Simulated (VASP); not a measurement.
# CdTe (F-43m) in VASP: a series of runs

Aim: see how the results for CdTe move with the level of theory and the settings. Levels: PBEsol, HSE06. Tasks: relaxation of cell and atoms.

All numbers are computed with VASP 6.6.1; they aren't measurements. Logs are shortened: lines on timing, memory, paths and dates and some standing lists are left out, and cuts for length are marked.

### 1 Starting point

Symmetry: F-43m, No. 216, cubic system. Conventional cell: a = 6.410 Å, b = 6.410 Å, c = 6.410 Å, α = 90.00°, β = 90.00°, γ = 90.00°. Cd (site symmetry -43m) has 4 Te at 2.78 Å as nearest neighbours. Te (site symmetry -43m) has 4 Cd at 2.78 Å as nearest neighbours.

### 2 Relaxation of cell and atoms, PBEsol

INCAR

```
SYSTEM = CdTe
ALGO     = Normal         ! electronic algorithm
EDIFF    = 1E-6           ! SCF threshold, eV
EDIFFG   = -0.01          ! ionic threshold
ENCUT    = 600            ! plane-wave cutoff, eV
GGA      = PS             ! functional
IBRION   = 2              ! ionic algorithm
ISIF     = 3              ! what is computed and relaxed
ISMEAR   = 0              ! smearing method
KPAR     = 4            
LASPH    = .TRUE.         ! aspherical terms in the spheres
LCHARG   = .FALSE.        ! write CHGCAR
LREAL    = .FALSE.        ! projectors in reciprocal space
LWAVE    = .FALSE.        ! write WAVECAR
NELM     = 80             ! most SCF steps
NSW      = 90             ! ionic steps
PREC     = Accurate       ! precision mode
SIGMA    = 0.03           ! smearing width, eV
```

KPOINTS

```
k-points
0
G
  8 8 8
  0 0 0
```

POSCAR

```
CdTe
1.0
    0.0000000000      3.2050000000      3.2050000000
    3.2050000000      0.0000000000      3.2050000000
    3.2050000000      3.2050000000      0.0000000000
Cd Te
1 1
Direct
    0.0000000000      0.0000000000      0.0000000000
    0.2500000000      0.2500000000      0.2500000000
```

Potentials or basis: VASP PAW PBE potentials, release 64 (Cd, Te).

Started as:

```
$ cat potpaw_PBE.64/Cd/POTCAR potpaw_PBE.64/Te/POTCAR > POTCAR
$ mpirun -np 4 vasp_std > vasp.out
```

OUTCAR:

```text
SYSTEM = CdTe
   EDIFF = 1E-6
   EDIFFG = -0.01
   ENCUT = 600
   GGA = PS
   IBRION = 2
   ISIF = 3
   ISMEAR = 0
   LASPH = .TRUE.
   LREAL = .FALSE.
   NELM = 80
   NSW = 90
   PREC = Accurate

 ion  position               nearest neighbor table
   1  0.000  0.000  0.000-   2 2.78   2 2.78   2 2.78   2 2.78
   2  0.250  0.250  0.250-   1 2.78   1 2.78   1 2.78   1 2.78

  LATTYP: Found a face centered cubic cell.
 ALAT       =     6.4100000000

  Lattice vectors:

 A1 = (   0.0000000000,   3.2050000000,   3.2050000000)
 A2 = (   3.2050000000,   0.0000000000,   3.2050000000)
 A3 = (   3.2050000000,   3.2050000000,   0.0000000000)

Analysis of symmetry for initial positions (statically):
=====================================================================
 Subroutine PRICEL returns:
 Original cell was already a primitive cell.

 Routine SETGRP: Setting up the symmetry group for a
 face centered cubic supercell.

 Subroutine GETGRP returns: Found 24 space group operations
 (whereof 24 operations were pure point group operations)
 out of a pool of 48 trial point group operations.

The static configuration has the point symmetry T_d .

Analysis of symmetry for dynamics (positions and initial velocities):
=====================================================================
 Subroutine PRICEL returns:
 Original cell was already a primitive cell.

 Routine SETGRP: Setting up the symmetry group for a
 face centered cubic supercell.

 Subroutine GETGRP returns: Found 24 space group operations
 (whereof 24 operations were pure point group operations)
 out of a pool of 48 trial point group operations.

The dynamic configuration has the point symmetry T_d .

 Subroutine INISYM returns: Found 24 space group operations
 (whereof 24 operations are pure point group operations),
 and found     1 'primitive' translations

----------------------------------------------------------------------------------------

                                     Primitive cell

  volume of cell :      65.8437

  direct lattice vectors                    reciprocal lattice vectors
     0.000000000  3.205000000  3.205000000    -0.156006240  0.156006240  0.156006240
     3.205000000  0.000000000  3.205000000     0.156006240 -0.156006240  0.156006240
     3.205000000  3.205000000  0.000000000     0.156006240  0.156006240 -0.156006240

  length of vectors
     4.532554467  4.532554467  4.532554467     0.270210734  0.270210734  0.270210734

[... 97 lines left out ...]
   IALGO  =     38    algorithm
   IMIX   =      4    mixing-type and parameters
     AMIX     =   0.40;   BMIX     =  1.00
     AMIX_MAG =   1.60;   BMIX_MAG =  1.00
  volume/ion in A,a.u.               =      32.92       222.17
  Fermi-wavevector in a.u.,A,eV,Ry     =   1.062497  2.007828 15.359610  1.128899
  Thomas-Fermi vector in A             =   2.197950
   LORBIT       =      0    0 simple, 1 ext, 2 COOP (PROOUT), +10 PAW based schemes
   GGA     = PS    functional components
   LHFCALC =     F    Hartree Fock is set to
   AEXX    =    0.0000 exact exchange contribution
   IVDW    =     0    specifies the selected vdW correction
   LEPSILON=     F    determine dielectric tensor
   LRPA    =     F    only Hartree local field effects (RPA)
 conjugate gradient relaxation of ions
 non-spin polarized calculation
 Gauss-broadening in eV      SIGMA  =   0.03
  energy-cutoff  :      600.00
  volume of cell :       65.84
 maximum number of plane-waves:      2216
   NGX = 19   NGY = 19   NGZ = 19

--------------------------------------- Ionic step        1  -------------------------------------------

 number of electron      17.9999995 magnetization

 Free energy of the ion-electron system (eV)
  ---------------------------------------------------
  ext. energy  EPLUGINS =         0.00000000
  ---------------------------------------------------
  free energy    TOTEN  =        -5.47427619 eV

  energy without entropy =       -5.47427619  energy(sigma->0) =       -5.47427619

------------------------ aborting loop because EDIFF is reached ----------------------------------------

  FORCE on cell =-STRESS in cart. coord.  units (eV):
  Direction    XX          YY          ZZ          XY          YZ          ZX
  --------------------------------------------------------------------------------------
  -------------------------------------------------------------------------------------
  Total        0.7455023      0.7455023      0.7455023      0.0000000      0.0000000      0.0000000
  in kB       18.1403413     18.1403413     18.1403413      0.0000000      0.0000000      0.0000000
  external PRESSURE =      18.1403413 kB  Pullay stress =       0.0000000 kB
[... 59 lines left out ...]
--------------------------------------- Ionic step        3  -------------------------------------------

 number of electron      17.9999998 magnetization

 Free energy of the ion-electron system (eV)
  ---------------------------------------------------
  ext. energy  EPLUGINS =         0.00000000
  ---------------------------------------------------
  free energy    TOTEN  =        -5.48882193 eV

  energy without entropy =       -5.48882193  energy(sigma->0) =       -5.48882193

 E-fermi :   2.2768     XC(G=0):  -8.7509

 val. band max:        2.1502891773   @ k =   0.0000   0.0000   0.0000
 cond. band min:       2.7926268195   @ k =   0.0000   0.0000   0.0000
 fundamental gap:      0.6423376422
 Fermi energy:         2.2767844055

 k-point     1 :       0.0000    0.0000    0.0000
  band No.  band energies     occupation
      1      -9.0234      2.00000
      2      -6.0821      2.00000
      3      -6.0821      2.00000
      4      -6.0821      2.00000
      5      -5.8221      2.00000
      6      -5.8221      2.00000
      7       2.1503      2.00000
      8       2.1503      2.00000
      9       2.1503      2.00000
     10       2.7926      0.00000
     11       6.7009      0.00000
     12       6.7009      0.00000
     13       6.7009      0.00000
[... 354 lines left out ...]
  band No.  band energies     occupation
      1      -8.5629      2.00000
      2      -5.9943      2.00000
      3      -5.9818      2.00000
      4      -5.8380      2.00000
      5      -5.8168      2.00000
      6      -5.3886      2.00000
      7      -2.0966      2.00000
      8       0.0760      2.00000
      9       0.8832      2.00000
     10       5.3125      0.00000
     11       6.6626      0.00000
     12       8.0610      0.00000
     13       9.2338      0.00000

 [... further k-points ...]
[... 5 lines left out ...]
  --------------------------------------------------------------------------------------
  -------------------------------------------------------------------------------------
  Total       -0.0020652     -0.0020652     -0.0020652      0.0000000      0.0000000     -0.0000000
  in kB       -0.0482927     -0.0482927     -0.0482927      0.0000000      0.0000000     -0.0000000
  external PRESSURE =      -0.0482927 kB  Pullay stress =       0.0000000 kB
[... 17 lines left out ...]
  FREE ENERGIE OF THE ION-ELECTRON SYSTEM (eV)
  ---------------------------------------------------
  free  energy   TOTEN  =        -5.4888219294 eV

  energy  without entropy=       -5.4888219294  energy(sigma->0) =       -5.48882193

 reached required accuracy - stopping structural energy minimisation
```

OSZICAR:

```text
N       E                     dE             d eps       ncg     rms          rms(c)
DAV:   1     0.108202362154E+03    0.10820E+03   -0.89657E+03   770   0.134E+03
DAV:   2    -0.129249909081E+01   -0.10949E+03   -0.10536E+03   829   0.288E+02
DAV:   3    -0.568822154587E+01   -0.43957E+01   -0.43833E+01   914   0.598E+01
[... 26 lines left out ...]
DAV:   3    -0.548922284745E+01    0.28288E-02   -0.72157E-03   789   0.900E-01    0.337E-01
DAV:   4    -0.548883681340E+01    0.38603E-03   -0.74722E-04   819   0.234E-01    0.662E-02
DAV:   5    -0.548881938329E+01    0.17430E-04   -0.79080E-05   814   0.118E-01    0.482E-02
DAV:   6    -0.548882271608E+01   -0.33328E-05   -0.23495E-05   792   0.518E-02    0.145E-02
DAV:   7    -0.548882192936E+01    0.78673E-06   -0.20537E-06   545   0.185E-02
   3 F= -.54888219E+01 E0= -.54888219E+01  d E =-.145457E-01
```

CONTCAR:

```text
CdTe
   1.00000000000000
     0.0000000000000000    3.2477981878432440    3.2477981878432440
     3.2477981878432440   -0.0000000000000000    3.2477981878432440
     3.2477981878432440    3.2477981878432440    0.0000000000000000
  Cd              Te
     1     1
Direct
     0.0000000000000000    0.0000000000000000    0.0000000000000000
     0.2500000000000000    0.2500000000000000    0.2500000000000000

  0.00000000E+00  0.00000000E+00  0.00000000E+00
  0.00000000E+00  0.00000000E+00  0.00000000E+00
```

It took 31 s on 4 MPI ranks of Intel Xeon Platinum 8259CL at 2.50GHz (Skylake/Cascade Lake), shared host; peak memory 0.23 GiB.

What came out:

| Property | Result |
| --- | --- |
| Free energy | -5.4888 eV |
| Relaxed volume | 34.26 Å³/atom |
| Relaxed cell | a = 4.593 Å, b = 4.593 Å, c = 4.593 Å, α = 60.00°, β = 60.00°, γ = 60.00° |
| Space group after relaxing (to 0.05 Å) | F-43m (No. 216) |
| Energy gained by relaxing | 7.3 meV/atom |
| Ionic steps | 3 |
| Pressure after relaxing | 0.0 GPa |
| Band gap on the k mesh | 0.64 eV, direct |

Step by step:
```
step  energy change (eV)  largest force (eV/Å)  pressure (GPa)  volume (Å³)
   1              0.0000                0.0000            1.81        65.84
   2             -0.0129                0.0000           -0.54        69.46
   3             -0.0145                0.0000            0.00        68.52
```

Final structure:
```xyz
2
Lattice="0.0000 3.2478 3.2478 3.2478 0.0000 3.2478 3.2478 3.2478 0.0000" Properties=species:S:1:pos:R:3 pbc="T T T"
Cd    0.0000    0.0000    0.0000
Te    1.6239    1.6239    1.6239
```

Levels at points of the mesh, in eV from the valence-band top:
```csv
k point,band 5,band 6,band 7,band 8,band 9,band 10,band 11,band 12,band 13
"(0.00, 0.00, 0.00)",-7.97,-7.97,0.00,0.00,0.00,0.64,4.55,4.55,4.55
"(0.50, 0.00, 0.00)",-7.96,-7.63,-4.44,-0.77,-0.77,1.73,5.13,5.13,6.93
"(0.50, 0.50, 0.00)",-7.94,-7.50,-4.32,-1.86,-1.86,2.51,2.60,8.69,9.04
```

Caveat: the PAW data sets were made with another functional, which shifts forces and pressure a little; spin-orbit coupling is left out, which moves the levels of the heavy elements. Zero-point motion and thermal expansion aren't in these numbers.

(Continued in part 2 of 2.)
